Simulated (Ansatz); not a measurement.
# HSE06 against PBE: Kohn-Sham gap in amorphous TiO2

Calculated with Ansatz 0.2.0: Kohn-Sham DFT, HSE06, PAW (set soft_2), plane waves; cutoff 420 eV, Γ point, fermi-dirac smearing of 0.025 eV. The atoms of each member were relaxed first with PBE on the 1×1×1 mesh. First member, as built: 84 atoms (28 Ti, 56 O) placed at random at 3.05 g/cm³, melted at 5000 K for 10 ps at fixed volume with the Morse and Coulomb pair potential with partial charges (Pedone, Malavasi, Menziani, Cormack and Segre, J. Phys. Chem. B 110, 11780 (2006)). Quenched from 5000 K to 300 K at 50 K/ps and fixed volume, held 5 ps, then minimised at fixed cell. Last member, as built: 84 atoms (28 Ti, 56 O) placed at random at 3.66 g/cm³, melted at 5000 K for 10 ps at fixed volume with the Morse and Coulomb pair potential with partial charges (Pedone, Malavasi, Menziani, Cormack and Segre, J. Phys. Chem. B 110, 11780 (2006)). Quenched from 5000 K to 300 K at 50 K/ps and fixed volume, held 5 ps, then minimised at fixed cell. Each member is solved with PBE and with HSE06 on the same k-mesh and geometry; rows are sorted by gap, not by place in the series. The gap is that between the highest filled and the lowest empty Kohn-Sham level on the run's k-points.

```
gap with PBE (eV)  gap with HSE06 (eV)  density (g/cm³)  formula
            2.592                4.072             3.55  Ti28O56
            2.682                4.245            3.656  Ti28O56
            2.769                    ?                ?        ?
            2.793                4.304            3.195  Ti28O56
            2.847                4.386            3.337  Ti28O56
            2.920                4.475            3.053  Ti28O56
```

Task: Fit a straight line to the rows given and interpolate to the withheld row.

Worked fit:

Take u as the gap with PBE and v as that with HSE06.

| u (eV) | v (eV) |
| --- | --- |
| 2.5917 | 4.0723 |
| 2.6819 | 4.2451 |
| 2.793 | 4.3039 |
| 2.8468 | 4.3862 |
| 2.9196 | 4.4751 |

With n = 5: mean u = 2.76660, mean v = 4.29652, Σ(u − ū)² = 0.068302, Σ(u − ū)(v − v̄) = 0.078281. Slope b = 0.078281 / 0.068302 = 1.1461; intercept a = v̄ − b ū = 1.1257.

At u = 2.769, v = a + b u.

Prediction at 2.769: 4.299 eV. The run gave 4.271 eV, so the fit is high by 0.028 eV (0.65 % of the value).

The slope is 1.15; over all rows the hybrid's shift lies between 1.48 and 1.56 eV. Among the rows given, the largest miss of the fit is at 2.682, by 0.046 eV (11 % of the range of the table).

Limits: One quenched sample a member. Some members were run in more than one task; one is shown. The mesh needn't hold the band edges. In these disordered cells defect or tail levels can set the gap, so it needn't be a band gap.

[Logs are printed without paths, hosts, clocks, repeated set-up lines and the standing remarks that a program may print on its own settings, such as how far it seeks lower states.]

[Hosts, paths, dates, database ids (printed as entryN), source tags and the programs' standing remarks are cut or masked in the printed files.]
